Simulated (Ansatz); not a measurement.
**Sodium, bcc under LDA: how the Gaussian smearing moves the result**

How small must the Gaussian smearing width be for energy and pressure to settle? The geometry was relaxed under LDA beforehand and stays fixed; 7 values are run, from 0.01 to 1.0 eV. Wanted are the values from which on the energy stays within 10 and 1 meV/atom, and the pressure within 0.5 GPa, of the narrowest run. Within the series other settings stay, but some runs also write fields, which adds to their time. Spin polarisation is left out.

Computed with Ansatz 0.2.0 (DFT LDA, plane waves with PAW, scalar-relativistic, unless a step says otherwise).

## Step 1: The structure to begin with

It takes space group Im-3m (No. 229, cubic). The conventional cell has a = 4.057 Å, b = 4.057 Å, c = 4.057 Å, α = 90.00°, β = 90.00°, γ = 90.00°. Na (site symmetry m-3m) is surrounded by 8 Na at 3.51 Å.

Coordinates:

```cif
data_structure
_symmetry_space_group_name_H-M 'P 1'
_symmetry_Int_Tables_number 1
_cell_length_a 3.5138
_cell_length_b 3.5138
_cell_length_c 3.5138
_cell_angle_alpha 109.471
_cell_angle_beta 109.471
_cell_angle_gamma 109.471
_cell_volume 33.40
loop_
_atom_site_label
_atom_site_type_symbol
_atom_site_fract_x
_atom_site_fract_y
_atom_site_fract_z
_atom_site_occupancy
Na1 Na 0.00000 0.00000 0.00000 1
```

## Step 2: Width 0.01 eV

The run at 0.01 eV.

File input.yaml:

```yaml
crystal:
  lattice:
    - [-2.0287155323, 2.0287155323, 2.0287155323]
    - [2.0287155323, -2.0287155323, 2.0287155323]
    - [2.0287155323, 2.0287155323, -2.0287155323]
  atoms:
    - { symbol: Na, position: [0.0, 0.0, 0.0] }
hamiltonian:
  xc: lda
  pseudopotentials:
    kind: paw
    azcp:
      Na: "pseudopotentials/Na.paw.azcp"
basis:
  ecutwfc: 420
  fft_grid_basis: typed
kpoints:
  mp_grid: { grid: [11, 11, 11], shift: [0, 0, 0] }
magnetization:
  spin_polarized: false
scf:
  occupations: { method: gaussian, width: 0.01 }
  lower_state_search: "off"
output:
  stress: true
```

Started as:

```
$ ansatz run input.yaml --threads 2 --pin off --max-ram 5120MiB --backend cpu --events-out ev --progress --plain --runs-dir out
```

Output, shortened:

```text
Warning: <dir> the record states the generating functional pbe (its physics header spells it `PBE`), which answers neither for hamiltonian.xc's functional nor for the lda family's — results may be inconsistent (PPs are generated against a specific XC)
Warning: RAYON_NUM_THREADS=2 ignored (pool sized by the plan → 2); use --threads N
[...]
Pseudopotentials: kind: paw
Pseudopotential: Na, paw, valence charge 9, recommended cutoff 420 eV (normal), <dir>
Functional definition: SPW92
[...]
Crystal: 1 atoms, lattice volume = 33.398 Å³
Basis set: ecut = 420 eV, 627 PW (Γ)
Bands: 9, of which v1, the nominal top of the filled ones, is band 5 counted from 1 (4 counted from 0)
Symmetry: 48 space group operations
Space group: Im-3m (ITA 229), of the structure as read, at distance tolerance 3.2e-5 Å
k-points: 56 of 1331
[...]
SCF iter   1: F=—  HF=-1466.613989 eV  |F-HF|=—  |Δ(HF+E_count)|=         —  Δρ=5.60e-3  dr2=4.28e-3  ethr=1.77e-3  ⟨swp⟩=5.9  Hψ=3408  notcnv=0
[...]
SCF iter   6: F=-1466.610370 eV  HF=-1466.610370 eV  |F-HF|=0.00e0  |Δ(HF+E_count)|=  1.55e-10  Δρ=7.18e-8  dr2=6.42e-13  ethr=1.00e-12  ⟨swp⟩=1.3  Hψ=1250  notcnv=0
[...]
SCF converged after 6 iterations
Free energy (F): -1466.610370 eV
[...]
E sigma→0 (E₀):  -1466.610299 eV
Entropy (-TS):   -0.000142 eV (-0.142 meV/atom)
Fermi energy:    2.000036 eV
[...]
--- Stress (GPa, compression-positive) ---
       -0.041475       0.000000      -0.000000
       -0.000000      -0.041475      -0.000000
        0.000000       0.000000      -0.041475
  P = ⅓ Tr σ = -0.0415 GPa (-0.415 kbar)
```

Wall time 0.22 s (2 threads of AMD EPYC 9R45 (Zen 5), shared host); peak memory 0.32 GiB.

## Step 3: Width 0.03 eV

The run at 0.03 eV.

Edit input.yaml of step 2 so:

```diff
@@ -21,3 +21,3 @@
 scf:
-  occupations: { method: gaussian, width: 0.01 }
+  occupations: { method: gaussian, width: 0.03 }
   lower_state_search: "off"
@@ -25 +25,5 @@
   stress: true
+  write_density: true
+  write_potential: true
+  elf: true
+  volumetric_format: npy
```

Started as:

```
$ ansatz run input.yaml --threads 2 --pin off --max-ram 5120MiB --backend cpu --events-out ev --progress --plain --runs-dir out
```

Output, shortened:

```text
Warning: <dir> the record states the generating functional pbe (its physics header spells it `PBE`), which answers neither for hamiltonian.xc's functional nor for the lda family's — results may be inconsistent (PPs are generated against a specific XC)
Warning: RAYON_NUM_THREADS=2 ignored (pool sized by the plan → 2); use --threads N
[...]
Pseudopotentials: kind: paw
Pseudopotential: Na, paw, valence charge 9, recommended cutoff 420 eV (normal), <dir>
Functional definition: SPW92
[...]
Crystal: 1 atoms, lattice volume = 33.398 Å³
Basis set: ecut = 420 eV, 627 PW (Γ)
Bands: 9, of which v1, the nominal top of the filled ones, is band 5 counted from 1 (4 counted from 0)
Symmetry: 48 space group operations
Space group: Im-3m (ITA 229), of the structure as read, at distance tolerance 3.2e-5 Å
k-points: 56 of 1331
[...]
SCF iter   1: F=—  HF=-1466.614288 eV  |F-HF|=—  |Δ(HF+E_count)|=         —  Δρ=5.60e-3  dr2=4.29e-3  ethr=1.77e-3  ⟨swp⟩=5.8  Hψ=3410  notcnv=0
[...]
SCF iter   6: F=-1466.610654 eV  HF=-1466.610654 eV  |F-HF|=6.82e-13  |Δ(HF+E_count)|=  1.48e-10  Δρ=7.37e-8  dr2=6.85e-13  ethr=1.00e-12  ⟨swp⟩=4.9  Hψ=2104  notcnv=0
[...]
SCF converged after 6 iterations
Free energy (F): -1466.610654 eV
[...]
E sigma→0 (E₀):  -1466.610441 eV
Entropy (-TS):   -0.000426 eV (-0.426 meV/atom)
Fermi energy:    2.012044 eV
[...]
--- Stress (GPa, compression-positive) ---
       -0.041473       0.000000       0.000000
        0.000000      -0.041473      -0.000000
        0.000000      -0.000000      -0.041473
  P = ⅓ Tr σ = -0.0415 GPa (-0.415 kbar)
--- Band table (eV; the first three rows and the last of 56) ---
  k-point 0: bands = ["-50.3789", "-22.8636", "-22.8636", "-22.8636", "-1.4777", "14.3478", "14.3478", "14.3478", "15.5197"]
[...]
```

Wall time 0.29 s (2 threads of AMD EPYC 9R45 (Zen 5), shared host); peak memory 0.32 GiB.

## Step 4: Width 0.1 eV

The run at 0.1 eV.

Edit input.yaml of step 3 so:

```diff
@@ -21,3 +21,3 @@
 scf:
-  occupations: { method: gaussian, width: 0.03 }
+  occupations: { method: gaussian, width: 0.1 }
   lower_state_search: "off"
```

Started as:

```
$ ansatz run input.yaml --threads 2 --pin off --max-ram 5120MiB --backend cpu --events-out ev --progress --plain --runs-dir out
```

Output, shortened:

```text
Warning: <dir> the record states the generating functional pbe (its physics header spells it `PBE`), which answers neither for hamiltonian.xc's functional nor for the lda family's — results may be inconsistent (PPs are generated against a specific XC)
Warning: RAYON_NUM_THREADS=2 ignored (pool sized by the plan → 2); use --threads N
[...]
Pseudopotentials: kind: paw
Pseudopotential: Na, paw, valence charge 9, recommended cutoff 420 eV (normal), <dir>
Functional definition: SPW92
[...]
Crystal: 1 atoms, lattice volume = 33.398 Å³
Basis set: ecut = 420 eV, 627 PW (Γ)
Bands: 9, of which v1, the nominal top of the filled ones, is band 5 counted from 1 (4 counted from 0)
Symmetry: 48 space group operations
Space group: Im-3m (ITA 229), of the structure as read, at distance tolerance 3.2e-5 Å
k-points: 56 of 1331
[...]
SCF iter   1: F=—  HF=-1466.615334 eV  |F-HF|=—  |Δ(HF+E_count)|=         —  Δρ=5.61e-3  dr2=4.29e-3  ethr=1.77e-3  ⟨swp⟩=4.9  Hψ=3257  notcnv=0
[...]
SCF iter   6: F=-1466.611695 eV  HF=-1466.611695 eV  |F-HF|=2.05e-12  |Δ(HF+E_count)|=  1.61e-10  Δρ=1.17e-7  dr2=1.83e-12  ethr=1.00e-12  ⟨swp⟩=4.7  Hψ=2111  notcnv=0
[...]
SCF converged after 6 iterations
Free energy (F): -1466.611695 eV
[...]
E sigma→0 (E₀):  -1466.610855 eV
Entropy (-TS):   -0.001680 eV (-1.680 meV/atom)
Fermi energy:    2.049795 eV
[...]
--- Stress (GPa, compression-positive) ---
       -0.040889      -0.000000       0.000000
        0.000000      -0.040889       0.000000
        0.000000      -0.000000      -0.040889
  P = ⅓ Tr σ = -0.0409 GPa (-0.409 kbar)
--- Band table (eV; the first three rows and the last of 56) ---
  k-point 0: bands = ["-50.3789", "-22.8636", "-22.8636", "-22.8636", "-1.4777", "14.3478", "14.3478", "14.3478", "15.5197"]
[...]
```

It took 0.28 s on 2 threads of AMD EPYC 9R45 (Zen 5), shared host; peak memory 0.33 GiB.

## Step 5: Width 0.2 eV

The run at 0.2 eV.

Edit input.yaml of step 4 so:

```diff
@@ -21,3 +21,3 @@
 scf:
-  occupations: { method: gaussian, width: 0.1 }
+  occupations: { method: gaussian, width: 0.2 }
   lower_state_search: "off"
@@ -25,5 +25 @@
   stress: true
-  write_density: true
-  write_potential: true
-  elf: true
-  volumetric_format: npy
```

Started as:

```
$ ansatz run input.yaml --threads 2 --pin off --max-ram 5120MiB --backend cpu --events-out ev --progress --plain --runs-dir out
```

Output, shortened:

```text
Warning: <dir> the record states the generating functional pbe (its physics header spells it `PBE`), which answers neither for hamiltonian.xc's functional nor for the lda family's — results may be inconsistent (PPs are generated against a specific XC)
Warning: RAYON_NUM_THREADS=2 ignored (pool sized by the plan → 2); use --threads N
[...]
Pseudopotentials: kind: paw
Pseudopotential: Na, paw, valence charge 9, recommended cutoff 420 eV (normal), <dir>
Functional definition: SPW92
[...]
Crystal: 1 atoms, lattice volume = 33.398 Å³
Basis set: ecut = 420 eV, 627 PW (Γ)
Bands: 9, of which v1, the nominal top of the filled ones, is band 5 counted from 1 (4 counted from 0)
Symmetry: 48 space group operations
Space group: Im-3m (ITA 229), of the structure as read, at distance tolerance 3.2e-5 Å
k-points: 56 of 1331
[...]
SCF iter   1: F=—  HF=-1466.617847 eV  |F-HF|=—  |Δ(HF+E_count)|=         —  Δρ=5.60e-3  dr2=4.28e-3  ethr=1.77e-3  ⟨swp⟩=4.9  Hψ=3046  notcnv=0
[...]
SCF iter   6: F=-1466.614227 eV  HF=-1466.614227 eV  |F-HF|=1.14e-10  |Δ(HF+E_count)|=   9.17e-9  Δρ=2.24e-6  dr2=2.82e-9  ethr=7.58e-10  ⟨swp⟩=2.1  Hψ=1672  notcnv=0
[...]
SCF converged after 6 iterations
Free energy (F): -1466.614227 eV
[...]
E sigma→0 (E₀):  -1466.610605 eV
Entropy (-TS):   -0.007244 eV (-7.244 meV/atom)
Fermi energy:    2.061884 eV
[...]
--- Stress (GPa, compression-positive) ---
       -0.032657       0.000000       0.000000
        0.000000      -0.032657       0.000000
        0.000000       0.000000      -0.032657
  P = ⅓ Tr σ = -0.0327 GPa (-0.327 kbar)
```

Run time: 0.23 s. Hardware: 2 threads of AMD EPYC 9R45 (Zen 5), shared host; peak memory 0.32 GiB.

## Step 6: Width 0.3 eV

The run at 0.3 eV.

Edit input.yaml of step 5 so:

```diff
@@ -21,3 +21,3 @@
 scf:
-  occupations: { method: gaussian, width: 0.2 }
+  occupations: { method: gaussian, width: 0.3 }
   lower_state_search: "off"
```

Started as:

```
$ ansatz run input.yaml --threads 2 --pin off --max-ram 5120MiB --backend cpu --events-out ev --progress --plain --runs-dir out
```

Output, shortened:

```text
Warning: <dir> the record states the generating functional pbe (its physics header spells it `PBE`), which answers neither for hamiltonian.xc's functional nor for the lda family's — results may be inconsistent (PPs are generated against a specific XC)
Warning: RAYON_NUM_THREADS=2 ignored (pool sized by the plan → 2); use --threads N
[...]
Pseudopotentials: kind: paw
Pseudopotential: Na, paw, valence charge 9, recommended cutoff 420 eV (normal), <dir>
Functional definition: SPW92
[...]
Crystal: 1 atoms, lattice volume = 33.398 Å³
Basis set: ecut = 420 eV, 627 PW (Γ)
Bands: 9, of which v1, the nominal top of the filled ones, is band 5 counted from 1 (4 counted from 0)
Symmetry: 48 space group operations
Space group: Im-3m (ITA 229), of the structure as read, at distance tolerance 3.2e-5 Å
k-points: 56 of 1331
[...]
SCF iter   1: F=—  HF=-1466.622638 eV  |F-HF|=—  |Δ(HF+E_count)|=         —  Δρ=5.60e-3  dr2=4.28e-3  ethr=1.77e-3  ⟨swp⟩=4.9  Hψ=3010  notcnv=0
[...]
SCF iter   6: F=-1466.619019 eV  HF=-1466.619019 eV  |F-HF|=6.59e-11  |Δ(HF+E_count)|=   1.04e-8  Δρ=2.21e-6  dr2=2.74e-9  ethr=7.35e-10  ⟨swp⟩=2.0  Hψ=1688  notcnv=0
[...]
SCF converged after 6 iterations
Free energy (F): -1466.619019 eV
[...]
E sigma→0 (E₀):  -1466.610065 eV
Entropy (-TS):   -0.017907 eV (-17.907 meV/atom)
Fermi energy:    2.051732 eV
[...]
--- Stress (GPa, compression-positive) ---
       -0.016764      -0.000000       0.000000
        0.000000      -0.016764      -0.000000
        0.000000       0.000000      -0.016764
  P = ⅓ Tr σ = -0.0168 GPa (-0.168 kbar)
```

Run time: 0.23 s. Hardware: 2 threads of AMD EPYC 9R45 (Zen 5), shared host; peak memory 0.32 GiB.

## Step 7: Width 0.6 eV

The run at 0.6 eV.

Edit input.yaml of step 6 so:

```diff
@@ -21,3 +21,3 @@
 scf:
-  occupations: { method: gaussian, width: 0.3 }
+  occupations: { method: gaussian, width: 0.6 }
   lower_state_search: "off"
```

Started as:

```
$ ansatz run input.yaml --threads 2 --pin off --max-ram 5120MiB --backend cpu --events-out ev --progress --plain --runs-dir out
```

Output, shortened:

```text
Warning: <dir> the record states the generating functional pbe (its physics header spells it `PBE`), which answers neither for hamiltonian.xc's functional nor for the lda family's — results may be inconsistent (PPs are generated against a specific XC)
Warning: RAYON_NUM_THREADS=2 ignored (pool sized by the plan → 2); use --threads N
[...]
Pseudopotentials: kind: paw
Pseudopotential: Na, paw, valence charge 9, recommended cutoff 420 eV (normal), <dir>
Functional definition: SPW92
[...]
Crystal: 1 atoms, lattice volume = 33.398 Å³
Basis set: ecut = 420 eV, 627 PW (Γ)
Bands: 9, of which v1, the nominal top of the filled ones, is band 5 counted from 1 (4 counted from 0)
Symmetry: 48 space group operations
Space group: Im-3m (ITA 229), of the structure as read, at distance tolerance 3.2e-5 Å
k-points: 56 of 1331
[...]
SCF iter   1: F=—  HF=-1466.651583 eV  |F-HF|=—  |Δ(HF+E_count)|=         —  Δρ=5.59e-3  dr2=4.27e-3  ethr=1.77e-3  ⟨swp⟩=4.9  Hψ=3001  notcnv=0
[...]
SCF iter   6: F=-1466.647954 eV  HF=-1466.647954 eV  |F-HF|=1.95e-10  |Δ(HF+E_count)|=   1.38e-8  Δρ=2.02e-6  dr2=2.25e-9  ethr=6.22e-10  ⟨swp⟩=2.0  Hψ=1695  notcnv=0
[...]
SCF converged after 6 iterations
Free energy (F): -1466.647954 eV
[...]
E sigma→0 (E₀):  -1466.608090 eV
Entropy (-TS):   -0.079729 eV (-79.729 meV/atom)
Fermi energy:    2.020229 eV
[...]
--- Stress (GPa, compression-positive) ---
        0.071881       0.000000      -0.000000
       -0.000000       0.071881       0.000000
        0.000000       0.000000       0.071881
  P = ⅓ Tr σ = 0.0719 GPa (0.719 kbar)
```

Wall time 0.22 s (2 threads of AMD EPYC 9R45 (Zen 5), shared host); peak memory 0.32 GiB.

## Step 8: Width 1.0 eV

The run at 1.0 eV.

Edit input.yaml of step 7 so:

```diff
@@ -21,3 +21,3 @@
 scf:
-  occupations: { method: gaussian, width: 0.6 }
+  occupations: { method: gaussian, width: 1.0 }
   lower_state_search: "off"
@@ -25 +25,5 @@
   stress: true
+  write_density: true
+  write_potential: true
+  elf: true
+  volumetric_format: npy
```

Started as:

```
$ ansatz run input.yaml --threads 2 --pin off --max-ram 5120MiB --backend cpu --events-out ev --progress --plain --runs-dir out
```

Output, shortened:

```text
Warning: <dir> the record states the generating functional pbe (its physics header spells it `PBE`), which answers neither for hamiltonian.xc's functional nor for the lda family's — results may be inconsistent (PPs are generated against a specific XC)
Warning: RAYON_NUM_THREADS=2 ignored (pool sized by the plan → 2); use --threads N
band count auto-derived: 10 (N_el = 9.0; filled up to band 5; 9 by the electrons, moments and atoms)
[...]
Pseudopotentials: kind: paw
Pseudopotential: Na, paw, valence charge 9, recommended cutoff 420 eV (normal), <dir>
Functional definition: SPW92
[...]
Crystal: 1 atoms, lattice volume = 33.398 Å³
Basis set: ecut = 420 eV, 627 PW (Γ)
Bands: 10, of which v1, the nominal top of the filled ones, is band 5 counted from 1 (4 counted from 0)
Symmetry: 48 space group operations
Space group: Im-3m (ITA 229), of the structure as read, at distance tolerance 3.2e-5 Å
k-points: 56 of 1331
[...]
SCF iter   1: F=—  HF=-1466.722629 eV  |F-HF|=—  |Δ(HF+E_count)|=         —  Δρ=5.58e-3  dr2=4.26e-3  ethr=1.77e-3  ⟨swp⟩=4.9  Hψ=3187  notcnv=0
[...]
SCF iter   6: F=-1466.719000 eV  HF=-1466.719000 eV  |F-HF|=6.52e-10  |Δ(HF+E_count)|=   1.83e-8  Δρ=1.64e-6  dr2=1.23e-9  ethr=3.70e-10  ⟨swp⟩=6.1  Hψ=2868  notcnv=0
[...]
SCF converged after 6 iterations
Free energy (F): -1466.719000 eV
[...]
E sigma→0 (E₀):  -1466.608563 eV
Entropy (-TS):   -0.220873 eV (-220.873 meV/atom)
Fermi energy:    1.987239 eV
[...]
--- Stress (GPa, compression-positive) ---
        0.260084       0.000000      -0.000000
        0.000000       0.260084      -0.000000
       -0.000000       0.000000       0.260084
  P = ⅓ Tr σ = 0.2601 GPa (2.601 kbar)
--- Band table (eV; the first three rows and the last of 56) ---
  k-point 0: bands = ["-50.3808", "-22.8653", "-22.8653", "-22.8653", "-1.4782", "14.3480", "14.3480", "14.3480", "15.5188", "15.5188"]
[...]
```

Run time: 0.29 s. Hardware: 2 threads of AMD EPYC 9R45 (Zen 5), shared host; peak memory 0.32 GiB.

## Step 9: All values side by side

Energies count from the run at 0.01 eV.

```
smearing (eV)  F (meV/atom)  E(σ → 0) (meV/atom)  P (GPa)  SCF cycles  CPU time
         0.01          0.00                 0.00    -0.04           6    0.34 s
         0.03         -0.28                -0.14    -0.04           6    0.48 s
          0.1         -1.33                -0.56    -0.04           6    0.46 s
          0.2         -3.86                -0.31    -0.03           6    0.35 s
          0.3         -8.65                 0.23    -0.02           6    0.35 s
          0.6        -37.58                 2.21     0.07           6    0.35 s
          1.0       -108.63                 1.74     0.26           6    0.48 s
```

## Step 10: Summary of results

| quantity | value |
| --- | --- |
| E(σ → 0) stays within 10 meV/atom of 0.01 eV | up to 1.0 eV |
| E(σ → 0) stays within 1 meV/atom | up to 0.3 eV |
| pressure stays within 0.5 GPa | up to 1.0 eV |
| pressure at 0.01 eV | -0.04 GPa |
| energy of a separate run on a finer mesh (18×18×18) | +2.2 meV/atom from 0.01 eV |

**Reading.** The far end, 1.0 eV, lies +1.7 meV/atom and +0.3 GPa from the yardstick. The free energy F moves by -108.6 meV/atom over the range, and the estimate for σ → 0 by +1.7. In theory F falls as the square of the width under this scheme, but here the ratio is not steady: the mesh at narrow widths, or a density of states that varies over the wide ones, can both cause that. The mesh (11×11×11) is fixed, so the narrowest widths carry a k-point error of their own. The yardstick itself is unsettled by 2.2 meV/atom against the finer mesh, so the thresholds above hold only within this series, and wider smearing, which averages over more states, can land nearer the fine-mesh value than the narrowest does. The cell taken over is 11 % smaller than the measured one (37.71 Å³/atom, COD), which weighs on all values here.
